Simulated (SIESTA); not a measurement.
Crystal: SrO.

```xyz
2
Lattice="0.0000 2.5663 2.5663 2.5663 0.0000 2.5663 2.5663 2.5663 0.0000" Properties=species:S:1:pos:R:3 pbc="T T T"
Sr    2.5663    2.5663    2.5663
O     0.0000    0.0000    0.0000
```

Base run:

| Item | Value |
| --- | --- |
| Program | SIESTA 5.4.2 |
| Functional | AM05 |
| Potentials or basis | PseudoDojo 0.4 standard (PBEsol files) |
| Basis | DZP (energy shift 0.003 Ry; two zetas on semicore shells; d shell added on Sr) |
| Grid cutoff | 800 Ry |
| Energy shift | 0.003 Ry |
| k mesh | 9 × 9 × 9 |
| Occupations | fermi-dirac, width 0.05 eV |
| Spin | no spin polarisation |

Its results: band gap on the k mesh 3.26 eV, indirect (least direct gap 3.36 eV); pressure 1.1 GPa.

Problem. The run is repeated on the same cell with these changes: functional from AM05 to WC. What comes out?

Solution. Band gap on the k mesh 3.21 eV, indirect (least direct gap 3.31 eV); pressure 0.0 GPa.

Caveats: the potentials were made for another functional, which shifts forces and pressure; the basis of atomic orbitals isn't converged, which shifts pressures, moduli and gaps.

A k mesh can miss the band edges.

Not every run made on this cell is shown here.
